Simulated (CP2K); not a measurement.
# ZnS (F-43m) in CP2K: settings compared, part 2 of 2

CP2K 2026.2. The steps go on from the part before.

### Step 4. Band structure, TB-mBJ

zns_bands.inp

```
&GLOBAL
  PROJECT zns_bands
  RUN_TYPE ENERGY
  PRINT_LEVEL LOW
&END GLOBAL
&FORCE_EVAL
  METHOD QS
  &DFT
    BASIS_SET_FILE_NAME BASIS_MOLOPT_UZH
    POTENTIAL_FILE_NAME POTENTIAL_UZH
    &MGRID
      CUTOFF 675
      REL_CUTOFF 60
      NGRIDS 4
    &END MGRID
    &QS
      METHOD GPW
      EPS_DEFAULT 1.0E-9
    &END QS
    &KPOINTS
      SCHEME MONKHORST-PACK 9 9 9
      GAMMA_CENTERED T
      SYMMETRY T
      SYMMETRY_BACKEND SPGLIB
    &END KPOINTS
    &SCF
      SCF_GUESS ATOMIC
      EPS_SCF 1.0E-6
      MAX_SCF 100
      ADDED_MOS 10
      CHOLESKY OFF
      EPS_EIGVAL 1.0E-7
      &DIAGONALIZATION ON
        ALGORITHM STANDARD
      &END DIAGONALIZATION
      &MIXING ON
        METHOD BROYDEN_MIXING
        ALPHA 0.4
        BETA 1.5
        NBUFFER 8
      &END MIXING
      &SMEAR ON
        METHOD FERMI_DIRAC
        ELECTRONIC_TEMPERATURE [K] 116.045
      &END SMEAR
    &END SCF
    &XC
      &XC_FUNCTIONAL
        &MGGA_X_TB09
        &END MGGA_X_TB09
        &LDA_C_PW
        &END LDA_C_PW
      &END XC_FUNCTIONAL
    &END XC
    &PRINT
      &KPOINTS ON
      &END KPOINTS
      &MULLIKEN ON
      &END MULLIKEN
      &MO ON
        ENERGIES T
        OCCUPATION_NUMBERS T
        &EACH
          QS_SCF 0
        &END EACH
        ADD_LAST NUMERIC
      &END MO
      &BAND_STRUCTURE
        FILE_NAME bands.bs
        ADDED_MOS 6
        &KPOINT_SET
          UNITS B_VECTOR
          NPOINTS 10
          SPECIAL_POINT GAMMA 0.00000000 0.00000000 0.00000000
          SPECIAL_POINT X 0.50000000 0.00000000 0.50000000
          SPECIAL_POINT W 0.50000000 0.25000000 0.75000000
          SPECIAL_POINT K 0.37500000 0.37500000 0.75000000
          SPECIAL_POINT GAMMA 0.00000000 0.00000000 0.00000000
          SPECIAL_POINT L 0.50000000 0.50000000 0.50000000
          SPECIAL_POINT U 0.62500000 0.25000000 0.62500000
          SPECIAL_POINT W 0.50000000 0.25000000 0.75000000
          SPECIAL_POINT L 0.50000000 0.50000000 0.50000000
          SPECIAL_POINT K 0.37500000 0.37500000 0.75000000
        &END KPOINT_SET
        &KPOINT_SET
          UNITS B_VECTOR
          NPOINTS 10
          SPECIAL_POINT U 0.62500000 0.25000000 0.62500000
          SPECIAL_POINT X 0.50000000 0.00000000 0.50000000
        &END KPOINT_SET
      &END BAND_STRUCTURE
    &END PRINT
  &END DFT
  &SUBSYS
    &CELL
      A 3.8212050455 0.0000000000 0.0000000000
      B 1.9106025228 3.3092606425 0.0000000000
      C 1.9106025228 1.1030868808 3.1200008547
      PERIODIC XYZ
    &END CELL
    &COORD
      SCALED
      Zn  0.7500000000 0.7500000000 0.7500000000
      S   0.0000000000 0.0000000000 0.0000000000
    &END COORD
    &KIND Zn
      BASIS_SET TZVP-MOLOPT-PBE-GTH-q12
      POTENTIAL GTH-PBE-q12
    &END KIND
    &KIND S
      BASIS_SET TZVP-MOLOPT-PBE-GTH-q6
      POTENTIAL GTH-PBE-q6
    &END KIND
    &PRINT
      &ATOMIC_COORDINATES ON
      &END ATOMIC_COORDINATES
      &CELL ON
      &END CELL
      &SYMMETRY ON
      &END SYMMETRY
    &END PRINT
  &END SUBSYS
  &PRINT
    &FORCES ON
    &END FORCES
  &END PRINT
&END FORCE_EVAL
```

Potentials or basis: POTENTIAL_UZH Zn GTH-PBE-q12, S GTH-PBE-q6; TZVP-MOLOPT-PBE-GTH basis.

Run with:

```console
$ OMP_NUM_THREADS=1 cp2k.psmp -i zns_bands.inp -o zns_bands.out
```

Run time: 7.9 min. Hardware: 1 thread of Intel Xeon Platinum 8259CL at 2.50GHz (Skylake/Cascade Lake), shared host; peak memory 0.42 GiB.

It converged, with:

```yaml
Band_gap_on_the_k_mesh: 1.80 eV, direct
Band_gap_along_the_path: 1.80 eV, direct
Mulliken_charges: Zn +0.76; S -0.76 e
```

Levels at the corners of the path, in eV from the valence-band top:
```
point  band 6  band 7  band 8  band 9  band 10  band 11  band 12  band 13
    Γ   -3.98    0.00    0.00    0.00     1.80     5.80     5.80     5.80
    X   -3.85   -3.64   -2.50   -2.50     3.28     3.83    10.79    11.70
    W   -3.80   -3.57   -3.19   -2.44     5.56     5.57     7.53     8.15
    K   -3.93   -3.65   -2.97   -2.01     3.91     5.65     9.24     9.42
    Γ   -3.98    0.00    0.00    0.00     1.80     5.80     5.80     5.80
    L   -3.94   -3.78   -1.02   -1.02     2.90     6.60     6.60     8.82
    U   -3.93   -3.65   -2.97   -2.01     3.91     5.65     9.24     9.42
    W   -3.80   -3.57   -3.19   -2.44     5.56     5.57     7.53     8.15
    L   -3.94   -3.78   -1.02   -1.02     2.90     6.60     6.60     8.82
    K   -3.93   -3.65   -2.97   -2.01     3.91     5.65     9.24     9.42
    U   -3.93   -3.65   -2.97   -2.01     3.91     5.65     9.24     9.42
    X   -3.85   -3.64   -2.50   -2.50     3.28     3.83    10.79    11.70
```

Caveat: Mulliken charges move with the basis; this is a model potential without an energy functional, so only levels have meaning; the potentials were made for another functional, which shifts forces and pressure; the basis of atomic orbitals isn't converged, which shifts pressures, moduli and gaps.

### Step 5. Single point, LDA, 19.73 Å³/atom

zns_eos.inp

```
&GLOBAL
  PROJECT zns_eos
  RUN_TYPE ENERGY_FORCE
  PRINT_LEVEL LOW
&END GLOBAL
&FORCE_EVAL
  METHOD QS
  STRESS_TENSOR ANALYTICAL
  &DFT
    BASIS_SET_FILE_NAME BASIS_MOLOPT_UZH
    POTENTIAL_FILE_NAME GTH_POTENTIALS
    &MGRID
      CUTOFF 450
      REL_CUTOFF 60
      NGRIDS 5
    &END MGRID
    &QS
      METHOD GPW
      EPS_DEFAULT 1.0E-9
    &END QS
    &KPOINTS
      SCHEME MONKHORST-PACK 9 9 9
      GAMMA_CENTERED T
      SYMMETRY T
      SYMMETRY_BACKEND SPGLIB
    &END KPOINTS
    &SCF
      SCF_GUESS ATOMIC
      EPS_SCF 1.0E-6
      MAX_SCF 100
      ADDED_MOS 10
      CHOLESKY OFF
      EPS_EIGVAL 1.0E-7
      &DIAGONALIZATION ON
        ALGORITHM STANDARD
      &END DIAGONALIZATION
      &MIXING ON
        METHOD BROYDEN_MIXING
        ALPHA 0.4
        BETA 1.5
        NBUFFER 8
      &END MIXING
      &SMEAR ON
        METHOD FERMI_DIRAC
        ELECTRONIC_TEMPERATURE [K] 580.226
      &END SMEAR
    &END SCF
    &XC
      &XC_FUNCTIONAL
        &LDA_X
        &END LDA_X
        &LDA_C_PW
        &END LDA_C_PW
      &END XC_FUNCTIONAL
    &END XC
    &PRINT
      &KPOINTS ON
      &END KPOINTS
      &MULLIKEN ON
      &END MULLIKEN
      &MO ON
        ENERGIES T
        OCCUPATION_NUMBERS T
        &EACH
          QS_SCF 0
        &END EACH
        ADD_LAST NUMERIC
      &END MO
    &END PRINT
  &END DFT
  &SUBSYS
    &CELL
      A 3.8212050455 0.0000000000 0.0000000000
      B 1.9106025228 3.3092606425 0.0000000000
      C 1.9106025228 1.1030868808 3.1200008547
      PERIODIC XYZ
    &END CELL
    &COORD
      SCALED
      Zn  0.7500000000 0.7500000000 0.7500000000
      S   0.0000000000 0.0000000000 0.0000000000
    &END COORD
    &KIND Zn
      BASIS_SET TZVP-MOLOPT-PBE-GTH-q12
      POTENTIAL GTH-PADE-q12
    &END KIND
    &KIND S
      BASIS_SET TZVP-MOLOPT-PBE-GTH-q6
      POTENTIAL GTH-PADE-q6
    &END KIND
    &PRINT
      &ATOMIC_COORDINATES ON
      &END ATOMIC_COORDINATES
      &CELL ON
      &END CELL
      &SYMMETRY ON
      &END SYMMETRY
    &END PRINT
  &END SUBSYS
  &PRINT
    &FORCES ON
    &END FORCES
    &STRESS_TENSOR ON
    &END STRESS_TENSOR
  &END PRINT
&END FORCE_EVAL
```

Potentials or basis: GTH_POTENTIALS Zn GTH-PADE-q12, S GTH-PADE-q6; TZVP-MOLOPT-PBE-GTH basis.

Run with:

```console
$ OMP_NUM_THREADS=1 cp2k.psmp -i zns_eos.inp -o zns_eos.out
```

zns_eos.out:

```text

 CP2K| version string:                                       CP2K version 2026.2
 CP2K| Input file name                                               zns_eos.inp

 GLOBAL| Force Environment number                                              1
 GLOBAL| Basis set file name                                    BASIS_MOLOPT_UZH
 GLOBAL| Potential file name                                      GTH_POTENTIALS
 GLOBAL| MM Potential file name                                     MM_POTENTIAL
 GLOBAL| Coordinate file name                                      __STD_INPUT__
 GLOBAL| Method name                                                        CP2K
 GLOBAL| Project name                                                    zns_eos
 GLOBAL| Run type                                                   ENERGY_FORCE
 GLOBAL| FFT library                                                       FFTW3
[... 6 lines left out ...]
 GLOBAL| Total number of message passing processes                             1
 GLOBAL| Number of threads for this process                                    1
 GLOBAL| CPU model name                          Intel(R) Xeon(R) Platinum 8488C

[... 542 lines left out ...]
       2     S        2          6.114202                             -0.114202
 # Total charge                             18.000000                 -0.000000

 !-----------------------------------------------------------------------------!

 ENERGY| Total FORCE_EVAL ( QS ) energy [hartree]            -70.767858026587419

 FORCES| Atomic forces [hartree/bohr]
 FORCES|   Atom     x               y               z               |f|
 FORCES|      1  4.83299468E-12 -4.99243689E-10 -3.03322516E-10   5.84185046E-10
 FORCES|      2  4.64990323E-11  5.28881695E-10  3.24301849E-10   6.22133183E-10
 FORCES| Sum     5.13320270E-11  2.96380066E-11  2.09793326E-11
 FORCES| Total atomic force                                       6.28770294E-11

 STRESS| Analytical stress tensor [bar]
 STRESS|                        x                   y                   z
 STRESS|      x       -4.33998158201E+04   2.07557039018E-02   1.62962357692E-02
 STRESS|      y        2.07557039018E-02  -4.33998585486E+04  -3.79161512466E-02
 STRESS|      z        1.62962357692E-02  -3.79161512466E-02  -4.33998349193E+04
 STRESS| 1/3 Trace                                            -4.33998364293E+04
 STRESS| Determinant                                          -8.17455797179E+13

 STRESS| Eigenvectors and eigenvalues of the analytical stress tensor [bar]
 STRESS|                        1                   2                   3
 STRESS| Eigenvalues  -4.33998952118E+04  -4.33998078208E+04  -4.33998062554E+04
 STRESS|      x          -0.315306987414      0.678558720002      0.663430152463
 STRESS|      y           0.762610685551      0.597251372950     -0.248426527955
 STRESS|      z           0.564806556239     -0.427608303262      0.705793661781
```

Wall time 57 s (1 thread of Intel Xeon Platinum 8488C (Sapphire Rapids), shared host); peak memory 0.37 GiB.

What came out:

* Free energy: -1925.6913 eV
* Pressure: -4.3 GPa
* Band gap on the k mesh: 1.80 eV, direct
* Mulliken charges: Zn +0.11; S -0.11 e

Caveat: Mulliken charges move with the basis; the basis of atomic orbitals isn't converged, which shifts pressures, moduli and gaps.

### Step 6. Single point, LDA, 19.33 Å³/atom (volume scaled by 0.98)

Edit zns_eos.inp of step 5 so:

```diff
@@ -11,2 +11,3 @@
     POTENTIAL_FILE_NAME GTH_POTENTIALS
+    WFN_RESTART_FILE_NAME previous-RESTART.kp
     &MGRID
@@ -27,3 +28,3 @@
     &SCF
-      SCF_GUESS ATOMIC
+      SCF_GUESS RESTART
       EPS_SCF 1.0E-6
@@ -72,5 +73,5 @@
     &CELL
-      A 3.8212050455 0.0000000000 0.0000000000
-      B 1.9106025228 3.3092606425 0.0000000000
-      C 1.9106025228 1.1030868808 3.1200008547
+      A 3.7955586013 0.0000000000 0.0000000000
+      B 1.8977793007 3.2870501703 0.0000000000
+      C 1.8977793007 1.0956833901 3.0990606207
       PERIODIC XYZ
```

Potentials or basis: GTH_POTENTIALS Zn GTH-PADE-q12, S GTH-PADE-q6; TZVP-MOLOPT-PBE-GTH basis.

Run with:

```console
$ OMP_NUM_THREADS=1 cp2k.psmp -i zns_eos.inp -o zns_eos.out
```

It took 43 s on 1 thread of Intel Xeon Platinum 8488C (Sapphire Rapids), shared host; peak memory 0.37 GiB.

The run converged. Its results:

```yaml
Free_energy: -1925.7092 eV
Pressure: -2.9 GPa
Band_gap_on_the_k_mesh: 1.89 eV, direct
Mulliken_charges: Zn +0.09; S -0.09 e
```

Caveat: Mulliken charges move with the basis; the basis of atomic orbitals isn't converged, which shifts pressures, moduli and gaps.

### Step 7. Single point, LDA, 20.12 Å³/atom (volume scaled by 1.02)

Edit zns_eos.inp of step 6 so:

```diff
@@ -73,5 +73,5 @@
     &CELL
-      A 3.7955586013 0.0000000000 0.0000000000
-      B 1.8977793007 3.2870501703 0.0000000000
-      C 1.8977793007 1.0956833901 3.0990606207
+      A 3.8465117767 0.0000000000 0.0000000000
+      B 1.9232558884 3.3311769146 0.0000000000
+      C 1.9232558884 1.1103923048 3.1406637142
       PERIODIC XYZ
```

Run with:

```console
$ OMP_NUM_THREADS=1 cp2k.psmp -i zns_eos.inp -o zns_eos.out
```

It took 41 s on 1 thread of Intel Xeon Platinum 8488C (Sapphire Rapids), shared host; peak memory 0.37 GiB.

Results (log left out):

```
Free energy            : -1925.6667 eV
Pressure               : -5.6 GPa
Band gap on the k mesh : 1.71 eV, direct
Mulliken charges       : Zn +0.13; S -0.13 e
```

Caveat: Mulliken charges move with the basis; the basis of atomic orbitals isn't converged, which shifts pressures, moduli and gaps.

### Step 8. Single point, LDA, 18.94 Å³/atom (volume scaled by 0.96)

Edit zns_eos.inp of step 7 so:

```diff
@@ -73,5 +73,5 @@
     &CELL
-      A 3.8465117767 0.0000000000 0.0000000000
-      B 1.9232558884 3.3311769146 0.0000000000
-      C 1.9232558884 1.1103923048 3.1406637142
+      A 3.7695608087 0.0000000000 0.0000000000
+      B 1.8847804044 3.2645354215 0.0000000000
+      C 1.8847804044 1.0881784738 3.0778335119
       PERIODIC XYZ
```

Run with:

```console
$ OMP_NUM_THREADS=1 cp2k.psmp -i zns_eos.inp -o zns_eos.out
```

Run time: 48 s. Hardware: 1 thread of Intel Xeon Platinum 8488C (Sapphire Rapids), shared host; peak memory 0.38 GiB.

It converged, with:

| Property | Result |
| --- | --- |
| Free energy | -1925.7195 eV |
| Pressure | -1.3 GPa |
| Band gap on the k mesh | 1.98 eV, direct |
| Mulliken charges | Zn +0.07; S -0.07 e |

Caveat: Mulliken charges move with the basis; the basis of atomic orbitals isn't converged, which shifts pressures, moduli and gaps.

### Step 9. Single point, LDA, 20.52 Å³/atom (volume scaled by 1.04)

Edit zns_eos.inp of step 8 so:

```diff
@@ -73,5 +73,5 @@
     &CELL
-      A 3.7695608087 0.0000000000 0.0000000000
-      B 1.8847804044 3.2645354215 0.0000000000
-      C 1.8847804044 1.0881784738 3.0778335119
+      A 3.8714898258 0.0000000000 0.0000000000
+      B 1.9357449129 3.3528085396 0.0000000000
+      C 1.9357449129 1.1176028465 3.1610582059
       PERIODIC XYZ
```

Potentials or basis: GTH_POTENTIALS Zn GTH-PADE-q12, S GTH-PADE-q6; TZVP-MOLOPT-PBE-GTH basis.

Run with:

```console
$ OMP_NUM_THREADS=1 cp2k.psmp -i zns_eos.inp -o zns_eos.out
```

It took 45 s on 1 thread of Intel Xeon Platinum 8488C (Sapphire Rapids), shared host; peak memory 0.37 GiB.

The run converged. Its results:

```yaml
Free_energy: -1925.6361 eV
Pressure: -6.8 GPa
Band_gap_on_the_k_mesh: 1.63 eV, direct
Mulliken_charges: Zn +0.15; S -0.15 e
```

Caveat: Mulliken charges move with the basis; the basis of atomic orbitals isn't converged, which shifts pressures, moduli and gaps.

### Step 10. Single point, LDA, 18.54 Å³/atom (volume scaled by 0.94)

Edit zns_eos.inp of step 9 so:

```diff
@@ -73,5 +73,5 @@
     &CELL
-      A 3.8714898258 0.0000000000 0.0000000000
-      B 1.9357449129 3.3528085396 0.0000000000
-      C 1.9357449129 1.1176028465 3.1610582059
+      A 3.7431993811 0.0000000000 0.0000000000
+      B 1.8715996906 3.2417057555 0.0000000000
+      C 1.8715996906 1.0805685851 3.0563094964
       PERIODIC XYZ
```

Run with:

```console
$ OMP_NUM_THREADS=1 cp2k.psmp -i zns_eos.inp -o zns_eos.out
```

It took 47 s on 1 thread of Intel Xeon Platinum 8488C (Sapphire Rapids), shared host; peak memory 0.35 GiB.

It converged, with:

| Quantity | Value |
| --- | --- |
| Free energy | -1925.7212 eV |
| Pressure | 0.6 GPa |
| Band gap on the k mesh | 2.07 eV, direct |
| Mulliken charges | Zn +0.04; S -0.04 e |

Caveat: Mulliken charges move with the basis; the basis of atomic orbitals isn't converged, which shifts pressures, moduli and gaps.

### Step 11. Single point, LDA, 20.91 Å³/atom (volume scaled by 1.06)

Edit zns_eos.inp of step 10 so:

```diff
@@ -73,5 +73,5 @@
     &CELL
-      A 3.7431993811 0.0000000000 0.0000000000
-      B 1.8715996906 3.2417057555 0.0000000000
-      C 1.8715996906 1.0805685851 3.0563094964
+      A 3.8961496615 0.0000000000 0.0000000000
+      B 1.9480748308 3.3741645838 0.0000000000
+      C 1.9480748308 1.1247215279 3.1811928774
       PERIODIC XYZ
```

Run with:

```console
$ OMP_NUM_THREADS=1 cp2k.psmp -i zns_eos.inp -o zns_eos.out
```

Run time: 41 s. Hardware: 1 thread of Intel Xeon Platinum 8488C (Sapphire Rapids), shared host; peak memory 0.36 GiB.

It converged, with:

```yaml
Free_energy: -1925.6001 eV
Pressure: -7.8 GPa
Band_gap_on_the_k_mesh: 1.55 eV, direct
Mulliken_charges: Zn +0.17; S -0.17 e
```

Caveat: Mulliken charges move with the basis; the basis of atomic orbitals isn't converged, which shifts pressures, moduli and gaps.

### Step 12. Equation of state, LDA

Potentials or basis: GTH_POTENTIALS Zn GTH-PADE-q12, S GTH-PADE-q6; TZVP-MOLOPT-PBE-GTH basis.

No new run: the results of the series are fitted here.

What came out:

```
Equilibrium volume                      : 18.67 Å³/atom
Bulk modulus                            : 89 GPa
Pressure derivative of the bulk modulus : 4.6
```

Energy against volume, from the lowest point:
| volume (Å³/atom) | energy (meV/atom) |
| --- | --- |
| 18.543 | 0.00 |
| 18.938 | 0.84 |
| 19.332 | 5.99 |
| 19.727 | 14.93 |
| 20.121 | 27.24 |
| 20.516 | 42.56 |
| 20.910 | 60.56 |

Caveat: the basis of atomic orbitals isn't converged, which shifts pressures, moduli and gaps. LDA usually gives volumes a few per cent too small.

### Step 13. Summary

| task | level | potentials or basis | smearing | EPS_DEFAULT | NGRIDS | points a segment of the path (NPOINTS) | bands added on the path | CUTOFF of the grids | gap on the mesh (eV) | pressure (GPa) |
| --- | --- | --- | --- | --- | --- | --- | --- | --- | --- | --- |
| band structure | PBEsol | POTENTIAL_UZH Zn GTH-PBE-q12, S GTH-PBE-q6; TZVP-MOLOPT-PBE-GTH basis | fermi-dirac 0.05 eV | 1.0E-10 | 5 | 6 | 2 | 450 Ry | 1.90 | -1.3 |
| band structure | r2SCAN | POTENTIAL_UZH Zn GTH-SCAN-q12, S GTH-SCAN-q6; TZVP-MOLOPT-SCAN-GTH basis | fermi-dirac 0.1 eV | 1.0E-9 | 4 | 8 | 4 | 675 Ry | 2.50 | -0.9 |
| band structure | TB-mBJ | POTENTIAL_UZH Zn GTH-PBE-q12, S GTH-PBE-q6; TZVP-MOLOPT-PBE-GTH basis | fermi-dirac 0.01 eV | 1.0E-9 | 4 | 10 | 6 | 675 Ry | 1.80 | - |
| equation of state | LDA | GTH_POTENTIALS Zn GTH-PADE-q12, S GTH-PADE-q6; TZVP-MOLOPT-PBE-GTH basis | fermi-dirac 0.05 eV | 1.0E-9 | 5 | - | - | 450 Ry | - | - |

Alike in all rows: no spin polarisation; cell as given; k mesh 9 × 9 × 9.

Caveats: the basis of atomic orbitals isn't converged, which shifts pressures, moduli and gaps; the potentials were made for another functional, which shifts forces and pressure (some runs); this is a model potential without an energy functional, so only levels have meaning (some runs).

Absolute energies hang on the potentials; compare differences alone.

### Step 14. Comparison with measurements

Step 2. Measured gap of ZnS: 3.85 eV (direct; 19 K; quoted in “Electronic, vibrational, and thermodynamic properties of ZnS (zincblende and rocksalt structure)”, 2009, arxiv:0911.5022). This calculation gives 1.90 eV (-1.95 eV). So large a miss can be the level of theory's own, or it may mean another phase, state or a wrong row. The value is that of PBEsol in an atomic basis (POTENTIAL_UZH Zn GTH-PBE-q12, S GTH-PBE-q6; TZVP-MOLOPT-PBE-GTH basis), whose error adds to the functional's,, without temperature or zero-point motion. Semilocal functionals fall short of measured gaps as a rule.

Step 3. Measured gap of ZnS: 3.85 eV (direct; 19 K; quoted in “Electronic, vibrational, and thermodynamic properties of ZnS (zincblende and rocksalt structure)”, 2009, arxiv:0911.5022). This calculation gives 2.50 eV (-1.35 eV). The value is that of r2SCAN in an atomic basis (POTENTIAL_UZH Zn GTH-SCAN-q12, S GTH-SCAN-q6; TZVP-MOLOPT-SCAN-GTH basis), whose error adds to the functional's,, without temperature or zero-point motion.

Step 4. A measured gap of ZnS is 3.85 eV (direct; 19 K; quoted in “Electronic, vibrational, and thermodynamic properties of ZnS (zincblende and rocksalt structure)”, 2009, arxiv:0911.5022); the calculated 1.80 eV misses it by -2.05 eV. So large a miss can be the level of theory's own, or it may mean another phase, state or a wrong row. The value is that of TB-mBJ in an atomic basis (POTENTIAL_UZH Zn GTH-PBE-q12, S GTH-PBE-q6; TZVP-MOLOPT-PBE-GTH basis), whose error adds to the functional's,, without temperature or zero-point motion.

Step 12. A measured bulk modulus of ZnS is 76.9 GPa (quoted in “Electronic, vibrational, and thermodynamic properties of ZnS (zincblende and rocksalt structure)”, 2009, arxiv:0911.5022); the calculated 89 GPa misses it by +15.8 %. The fit is for a static lattice scaled at fixed shape and fixed fractional positions.
